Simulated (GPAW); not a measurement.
# Ti (Im-3m) in GPAW: notebook

The runs below take Ti through single point, with HSE06, PBE.

Program: GPAW 26.7.0. These are calculated values, not measurements. Logs are shortened: lines on timing, memory, paths and dates and some standing lists are left out, and cuts for length are marked. The log counts tension as positive stress, the text compression.

## 1. The crystal as given

Symmetry: Im-3m, No. 229, cubic system. Conventional cell: a = 3.282 Å, b = 3.282 Å, c = 3.282 Å, α = 90.00°, β = 90.00°, γ = 90.00°. Ti (site symmetry m-3m) has 8 Ti at 2.84 Å as nearest neighbours.

This isn't the form of Ti at room conditions, which is hcp.

## 2. Single point, HSE06

run.py reads:

```python
from ase.dft.bandgap import bandgap
from ase.io import read, write
from gpaw import GPAW, PW

atoms = read('Ti.xyz')

calc = GPAW(mode=PW(450),
            xc='HSE06',
            kpts={'size': (5, 5, 5), 'gamma': True},
            occupations={'name': 'fermi-dirac', 'width': 0.05},
            nbands=12,
            convergence={'density': 1e-05, 'energy': 1e-05},
            maxiter=60,
            txt='gpaw.txt')
atoms.calc = calc
energy = atoms.get_potential_energy()
forces = atoms.get_forces()
calc.write('gs.gpw')
write('result.traj', atoms)
print(f'Energy: {energy:.6f} eV')
print('Forces (eV/A):')
print(forces.round(4))
print('Fermi level:', round(calc.get_fermi_level(), 4), 'eV')
print(f'Gap: {bandgap(calc)[0]:.4f} eV, direct: {bandgap(calc, direct=True)[0]:.4f} eV')
```

Ti.xyz reads:

```xyz
1
Lattice="-1.6410000000 1.6410000000 1.6410000000 1.6410000000 -1.6410000000 1.6410000000 1.6410000000 1.6410000000 -1.6410000000" Properties=species:S:1:pos:R:3 pbc="T T T"
Ti     0.0000000000      0.0000000000      0.0000000000
```

Potentials or basis: GPAW PAW data sets (gpaw-data 1.2.1), pw.

Started as:

```
> OMP_NUM_THREADS=1 python run.py
```

gpaw.txt:

```text
__  _  _
 | _ |_)|_||  |
 |__||  | ||/\| - 26.7.0

Input parameters:
  mode=PW(ecut=450.00000000000006),
  convergence={'density': 1e-05, 'energy': 1e-05},
  kpts=MonkhorstPack(size=(5, 5, 5), gamma=True),
  maxiter=60,
  nbands=12,
  occupations=Occupations(name='fermi-dirac', width=0.05),
  xc=XC(name='HSE06')

Diagonalizing LCAO Hamiltonian
Converting LCAO to pw mode

       Ti

Atoms  # Å, Bohr magnetons
|   | symbol |        x |        y |        z |    initial magnetic moments |
|---|--------|----------|----------|----------|-----------------------------|
| 0 |     Ti | 0.000000 | 0.000000 | 0.000000 | ( 0.0000,  0.0000,  0.0000) |

Unit cell  # Å
| periodic |         x |         y |         z |  lengths |     angles |
|----------|-----------|-----------|-----------|----------|------------|
|      yes | -1.641000 |  1.641000 |  1.641000 | 2.842295 | 109.471221 |
|      yes |  1.641000 | -1.641000 |  1.641000 | 2.842295 | 109.471221 |
|      yes |  1.641000 |  1.641000 | -1.641000 | 2.842295 | 109.471221 |

Number of symmetries: 48
Symmetry operations  # r_c * U_cc + t_c -> r_c
|    | kind |            matrix            |
|----|------|------------------------------|
|  0 |  σ   |  1, 1, 1,  0, 0,-1,  0,-1, 0 |
|  1 |  C4  |  1, 1, 1,  0, 0,-1, -1, 0, 0 |
|  2 |  C2  |  1, 1, 1,  0,-1, 0,  0, 0,-1 |
|  3 |  S6  |  1, 1, 1,  0,-1, 0, -1, 0, 0 |
|  4 |  S6  |  1, 1, 1, -1, 0, 0,  0, 0,-1 |
|  5 |  C4  |  1, 1, 1, -1, 0, 0,  0,-1, 0 |
|  6 |  E   |  1, 0, 0,  0, 1, 0,  0, 0, 1 |
|  7 |  σ   |  1, 0, 0,  0, 1, 0, -1,-1,-1 |
|  8 |  σ   |  1, 0, 0,  0, 0, 1,  0, 1, 0 |
|  9 |  C3  |  1, 0, 0,  0, 0, 1, -1,-1,-1 |
| 10 |  C3  |  1, 0, 0, -1,-1,-1,  0, 1, 0 |
| 11 |  σ   |  1, 0, 0, -1,-1,-1,  0, 0, 1 |
| 12 |  σ   |  0, 1, 0,  1, 0, 0,  0, 0, 1 |
| 13 |  C2  |  0, 1, 0,  1, 0, 0, -1,-1,-1 |
| 14 |  C3  |  0, 1, 0,  0, 0, 1,  1, 0, 0 |
| 15 |  S4  |  0, 1, 0,  0, 0, 1, -1,-1,-1 |
| 16 |  S4  |  0, 1, 0, -1,-1,-1,  1, 0, 0 |
| 17 |  C3  |  0, 1, 0, -1,-1,-1,  0, 0, 1 |
| 18 |  C3  |  0, 0, 1,  1, 0, 0,  0, 1, 0 |
| 19 |  S4  |  0, 0, 1,  1, 0, 0, -1,-1,-1 |
| 20 |  σ   |  0, 0, 1,  0, 1, 0,  1, 0, 0 |
| 21 |  C3  |  0, 0, 1,  0, 1, 0, -1,-1,-1 |
| 22 |  C2  |  0, 0, 1, -1,-1,-1,  1, 0, 0 |
| 23 |  S4  |  0, 0, 1, -1,-1,-1,  0, 1, 0 |
| 24 |  C4  |  0, 0,-1,  1, 1, 1,  0,-1, 0 |
| 25 |  σ   |  0, 0,-1,  1, 1, 1, -1, 0, 0 |
| 26 |  S6  |  0, 0,-1,  0,-1, 0,  1, 1, 1 |
| 27 |  C2  |  0, 0,-1,  0,-1, 0, -1, 0, 0 |
| 28 |  C4  |  0, 0,-1, -1, 0, 0,  1, 1, 1 |
| 29 |  S6  |  0, 0,-1, -1, 0, 0,  0,-1, 0 |
| 30 |  S6  |  0,-1, 0,  1, 1, 1,  0, 0,-1 |
| 31 |  C4  |  0,-1, 0,  1, 1, 1, -1, 0, 0 |
| 32 |  C4  |  0,-1, 0,  0, 0,-1,  1, 1, 1 |
| 33 |  S6  |  0,-1, 0,  0, 0,-1, -1, 0, 0 |
| 34 |  σ   |  0,-1, 0, -1, 0, 0,  1, 1, 1 |
| 35 |  C2  |  0,-1, 0, -1, 0, 0,  0, 0,-1 |
| 36 |  C2  | -1, 0, 0,  1, 1, 1,  0, 0,-1 |
| 37 |  S6  | -1, 0, 0,  1, 1, 1,  0,-1, 0 |
| 38 |  S6  | -1, 0, 0,  0, 0,-1,  1, 1, 1 |
| 39 |  C2  | -1, 0, 0,  0, 0,-1,  0,-1, 0 |
| 40 |  C2  | -1, 0, 0,  0,-1, 0,  1, 1, 1 |
| 41 |  i   | -1, 0, 0,  0,-1, 0,  0, 0,-1 |
| 42 |  S4  | -1,-1,-1,  1, 0, 0,  0, 1, 0 |
| 43 |  C3  | -1,-1,-1,  1, 0, 0,  0, 0, 1 |
| 44 |  C3  | -1,-1,-1,  0, 1, 0,  1, 0, 0 |
| 45 |  σ   | -1,-1,-1,  0, 1, 0,  0, 0, 1 |
| 46 |  S4  | -1,-1,-1,  0, 0, 1,  1, 0, 0 |
| 47 |  C2  | -1,-1,-1,  0, 0, 1,  0, 1, 0 |

BZ-sampling:
  Number of BZ points: 125
  Number of IBZ points: 10

  Monkhorst-Pack size: [5, 5, 5]
  Monkhorst-Pack shift: [0, 0, 0]

K-points  # in reciprocal-cell coordinates
|   |                                coordinates |     weight |
|---|--------------------------------------------|------------|
| 0 | (  0.00000000,   0.00000000,   0.00000000) | 0.00800000 |
| 1 | (  0.20000000,   0.00000000,   0.00000000) | 0.09600000 |
| 2 | (  0.20000000,   0.20000000,  -0.20000000) | 0.04800000 |
| 3 | (  0.40000000,   0.00000000,  -0.20000000) | 0.19200000 |
| 4 | (  0.40000000,   0.00000000,   0.00000000) | 0.09600000 |
| 5 | (  0.40000000,   0.20000000,  -0.20000000) | 0.19200000 |
| 6 | (  0.40000000,   0.20000000,   0.20000000) | 0.06400000 |
| 7 | (  0.40000000,   0.40000000,  -0.40000000) | 0.04800000 |
| 8 | (  0.40000000,   0.40000000,   0.20000000) | 0.19200000 |
| 9 | (  0.40000000,   0.40000000,   0.40000000) | 0.06400000 |

Plane wave coefficients: 390
Cutoff: 450.00000000000006 eV

Spin-components: 1 (collinear spins)
Bands:           12
Projectors:      6
Spin-degeneracy: 2
Datatype:        complex128

Parallelization:
  kpt:    1
  domain: 1
  band:   1

Density:
  Valence electrons: 12.0
  Components: 1
  Grid points: [14 14 14]
  Charge: 0.0  # |e|

Potential:
  Grid points: [14 14 14]

species:
  Ti:
    name:    Titanium
    Z:       22.0
    valence: 12
    core:    10
    charge:  0.0  # [|e|]
    compensation charges:
      type: gauss
      rc: 0.38  # [Å]
      lmax: 2
    cutoffs:
      filter: 2.23  # [Å]
      core: 1.02  # [Å]
    projectors
    | kind |    occ | energy [eV] | rcut [Å] |
    |------|--------|-------------|----------|
    |   3s |  2.000 |     -62.623 |    1.270 |
    |   4s |  2.000 |      -4.466 |    1.270 |
    |   3p |  6.000 |     -38.862 |    1.058 |
    |   4p |  0.000 |      -1.466 |    1.058 |
    |   3d |  2.000 |      -4.258 |    1.058 |
    |    d |        |      22.953 |    1.058 |

    Using partial waves for Ti as LCAO basis

Reference energy: -23224.014282  # eV

eigensolver:
  PPCG
  Converge bands: occupied
  niter=2

density mixing:
  MSR1-Mixer
  Pratt-step length: 0.05
  Maximum mixing coefficient: 0.75
  Old densities: 10
  SVD Regularization: 0.005
  Good broyden scale: 1.0
  Trust region scale: 1.0
  Backstep threshold: 4.0
  History deletion threshold: 6.0
  Fourier metric: weight=20.0, sigma=0.015

occupation numbers:
  Fermi-Dirac:
    width: 0.0500  # eV

poisson solver:
  ecut: 3600.0000000000005  # eV

xc functional:
  name: HYB_GGA_XC_HSE06 with 2 nearest neighbor stencil

convergence criteria:
- Maximum integral of absolute [dens]ity change: 1e-05 electrons / valence electron
- Maximum [total energy] change in last 3 cyles: 1e-05 eV / valence electron
- Maximum integral of absolute [eigenst]ate change: 4e-08 eV^2 / valence electron
maximum number of iterations: 60

IBZ(<points: 10, symmetries: 48>)
Occupied bands: 7
SCF iterations
|iter     | |      energy | eigst |  dens |
|---------|-|-------------|-------|-------|
|iter:   1| | -281.739019 | -0.60 |       |
|iter:   2| |  -11.335905 | -0.32 | -1.41 |
|iter:   3| |  -11.552217 | -1.72 | -1.09 |
|iter:   4| |  -11.710499 | -2.51 | -1.02 |
|iter:   5| |  -11.430093 | -2.25 | -0.98 |
|iter:   6| |  -11.179324 | -1.99 | -1.03 |
|iter:   7| |  -12.143848 | -1.17 | -1.10 |
|iter:   8| |  -11.601328 | -1.95 | -0.92 |
|iter:   9| |  -11.624695 | -3.62 | -0.99 |
|iter:  10| |  -11.149269 | -1.63 | -1.00 |
|iter:  11| |  -10.850706 | -1.34 | -1.13 |
|iter:  12| |  -10.863420 | -1.99 | -1.57 |
|iter:  13| |  -10.868148 | -3.24 | -2.39 |
|iter:  14| |  -10.868950 | -3.70 | -2.70 |
|iter:  15| |  -10.868624 | -4.54 | -2.79 |
|iter:  16| |  -10.868503 | -4.90 | -3.28 |
|iter:  17| |  -10.868469 | -6.72 | -4.06 |
|iter:  18| |  -10.868474c| -6.54 | -4.20 |
|iter:  19| |  -10.868471c| -6.62 | -4.38 |
|iter:  20| |  -10.868468c| -6.86 | -4.88 |
|iter:  21| |  -10.868467c| -7.35 | -5.53c|
|iter:  22| |  -10.868467c| -7.00 | -5.68c|
|iter:  23| |  -10.868468c| -6.93 | -7.16c|
|iter:  24| |  -10.868468c| -6.61 | -6.76c|
|iter:  25| |  -10.868468c| -6.46 | -7.28c|
|iter:  26| |  -10.868467c| -6.67 | -7.98c|
|iter:  27| |  -10.868467c| -7.67c| -7.68c|

Converged in 27 steps
Energy contributions relative to reference atoms: (reference = -23224.014282)

Energy contributions:
  Kinetic:           0.517121
  Coulomb:          -2.024097
  Zero:              0.432147
  External:          0.000000
  Xc:              264.853990
  Entropy:          -0.010981
  Spinorbit:         0.000000
  Hybrid_Xc_Cc:      -224.860690
  Hybrid_Xc_Vc:       -10.801089
  Hybrid_Xc_Vv:       -38.980360
  ----------------------------
  Free energy:     -10.873958
  Extrapolated:    -10.868467

dipole moment: (-5.266101, -5.266101, -5.266101)  # |e|*Ang

Fermi level: 8.014
Eigenvalues  # (at kpt = [0.000, 0.000, 0.000])
| band index |      eig [eV] | occ [0-2] |
|------------|---------------|-----------|
|          0 |       -53.452 |     2.000 |
|          1 |       -27.662 |     2.000 |
|          2 |       -27.662 |     2.000 |
|          3 |       -27.662 |     2.000 |
|          4 |         1.007 |     2.000 |
|          5 |         9.739 |     0.000 |
|          6 |         9.739 |     0.000 |
|          7 |         9.739 |     0.000 |
|          8 |        11.494 |     0.000 |
|          9 |        11.494 |     0.000 |
|         10 |        26.352 |     0.000 |
|         11 |        26.352 |     0.000 |

No gap
No difference between direct/indirect transitions

Forces  # eV/Ang
|       x |        y |        z |
|---------|----------|----------|
| 0.00000 | -0.00000 | -0.00000 |  # Ti   0

# Writing to gs.gpw (mode='')
```

It took 24 min on 1 thread of Arm Neoverse V1, shared host; peak memory 0.2 GiB.

What came out:

```
Free energy            : -10.8740 eV
Band gap on the k mesh : none (metal or under the smearing width)
```

Levels at points of the mesh, in eV from the Fermi level:
| k point | band 2 | band 3 | band 4 | band 5 | band 6 | band 7 | band 8 |
| --- | --- | --- | --- | --- | --- | --- | --- |
| (0.00, 0.00, 0.00) | -35.68 | -35.68 | -35.68 | -7.01 | 1.73 | 1.73 | 1.73 |

Caveat: the k mesh is coarse (spacing up to 0.54 Å⁻¹), so the values aren't converged, least of all with exact exchange; the PAW data sets were made with another functional, which shifts forces and pressure a little.

## 3. Single point, PBE

run.py reads:

```python
from ase import Atoms
from ase.dft.bandgap import bandgap
from ase.io import write
from ase.units import GPa
from gpaw import GPAW, PW

atoms = Atoms(['Ti'],
              cell=[[-1.641, 1.641, 1.641],
                    [1.641, -1.641, 1.641],
                    [1.641, 1.641, -1.641]],
              scaled_positions=[[0.0, 0.0, 0.0]],
              pbc=True)

calc = GPAW(mode=PW(900),
            xc='PBE',
            kpts={'size': (11, 11, 11), 'gamma': True},
            occupations={'name': 'fermi-dirac', 'width': 0.05},
            nbands=14,
            convergence={'density': 1e-05, 'energy': 1e-05},
            maxiter=60,
            txt='gpaw.txt')
atoms.calc = calc
energy = atoms.get_potential_energy()
forces = atoms.get_forces()
stress = atoms.get_stress()
calc.write('gs.gpw')
write('result.traj', atoms)
print(f'Energy: {energy:.6f} eV')
print('Forces (eV/A):')
print(forces.round(4))
print('Stress (GPa):', (stress / GPa).round(3))
print('Fermi level:', round(calc.get_fermi_level(), 4), 'eV')
print(f'Gap: {bandgap(calc)[0]:.4f} eV, direct: {bandgap(calc, direct=True)[0]:.4f} eV')
```

Potentials or basis: GPAW PAW data sets (gpaw-data 1.2.1), pw.

Started as:

```
> OMP_NUM_THREADS=1 python run.py
```

Wall time 12 s (1 thread of Arm Neoverse V1, shared host); peak memory 0.15 GiB.

The run converged. Its results:

```
Free energy            : -6.6053 eV
Pressure               : -2.2 GPa
Band gap on the k mesh : none (metal or under the smearing width)
```

Levels at points of the mesh, in eV from the Fermi level:
```tsv
k point	band 3	band 4	band 5	band 6	band 7	band 8	band 9	band 10
(0.00, 0.00, 0.00)	-32.42	-32.42	-5.88	0.99	0.99	0.99	2.70	2.70
```
